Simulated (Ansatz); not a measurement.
# ZrC: the cost of one run

Program: Ansatz 0.2.0. Level of theory: DFT PBE, scalar-relativistic, plane waves, PAW. These are calculated values, not measurements.

## 1. Starting point

The structure is tetragonal, space group P4mm (No. 99). The conventional cell has a = 2.893 Å, b = 2.893 Å, c = 3.767 Å, α = 90.00°, β = 90.00°, γ = 90.00°. Around Zr (site symmetry 4mm) lie 8 C at 2.77 to 2.79 Å and 4 Zr at 2.89 Å. Around C (site symmetry 4mm) lie 8 Zr at 2.77 to 2.79 Å.

Coordinates:

```cif
data_structure
_symmetry_space_group_name_H-M 'P4mm'
_symmetry_Int_Tables_number 99
_cell_length_a 2.8934
_cell_length_b 2.8934
_cell_length_c 3.7674
_cell_angle_alpha 90.000
_cell_angle_beta 90.000
_cell_angle_gamma 90.000
_cell_volume 31.54
loop_
_atom_site_label
_atom_site_type_symbol
_atom_site_symmetry_multiplicity
_atom_site_Wyckoff_symbol
_atom_site_fract_x
_atom_site_fract_y
_atom_site_fract_z
_atom_site_occupancy
Zr1 Zr 1 b 0.50000 0.50000 0.04105 1
C1 C 1 a 0.00000 0.00000 0.53743 1
```

The cell is invented: random cell by space group and Wyckoff sites (P4mm, No. 99). Lengths come from tabulated atomic sizes and are only a guess.

## 2. A first look at the guess

File input.yaml:

```yaml
crystal:
  lattice:
    - [2.89336116, 0.0, 0.0]
    - [0.0, 2.89336116, 0.0]
    - [0.0, 0.0, 3.76736762]
  atoms:
    - { symbol: Zr, position: [0.5, 0.5, 0.0410524] }
    - { symbol: C, position: [0.0, 0.0, 0.5374312] }
basis:
  ecutwfc: 420
kpoints:
  mp_grid: { grid: [6, 6, 4] }
hamiltonian:
  xc: pbe
scf:
  occupations: { method: gaussian, width: 0.1 }
  lower_state_search: "off"
output:
  forces: true
  stress: true
  eigenvalues: true
```

Command:

```console
$ ansatz run input.yaml --threads 1 --pin off --max-ram 2048MiB --backend cpu --events-out ev --progress --plain --runs-dir out
```

Q: Estimate wall time and peak memory on 1 thread of Intel Xeon Platinum 8375C at 2.90GHz (Ice Lake), shared host.

About 1.3 s, with a peak of 0.32 GiB.
